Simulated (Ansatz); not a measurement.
Crystal: Te.

```
Te
1.0
     3.82029   -2.14820    0.00000
     3.82029    2.14820    0.00000
    -0.09429    0.00000    5.97609
Te
3
Cartesian
  0.0000 0.0000 0.0000
  2.3324 0.0000 2.0248
  5.2139 0.0000 3.9513
```

This isn't the form of Te at room conditions, which is trigonal, of chains.

Base run:

* Program: Ansatz 0.2.0
* Functional: PBEsol
* Potentials or basis: Ansatz PAW
* Cutoff: 420 eV
* Density cutoff: 1680 eV
* k mesh: 7 × 7 × 5
* Occupations: fermi-dirac, width 0.05 eV
* Spin: spin-orbit coupling, no magnetisation

Its results: band gap on the k mesh none (metal or under the smearing width); pressure -1.6 GPa; largest force 0.113 eV/Å.

The run is repeated on the same cell with these changes: functional from PBEsol to r2SCAN; cutoff from 420 eV to 500 eV; density cutoff from 1680 eV to 2000 eV. What comes out?

Band gap on the k mesh none (metal or under the smearing width); pressure 0.3 GPa; largest force 0.022 eV/Å.

Caveats: the PAW data sets come from PBE, with cores solved anew for the run's functional, which leaves a small shift of forces and pressure.

Not every run made on this cell is shown here.
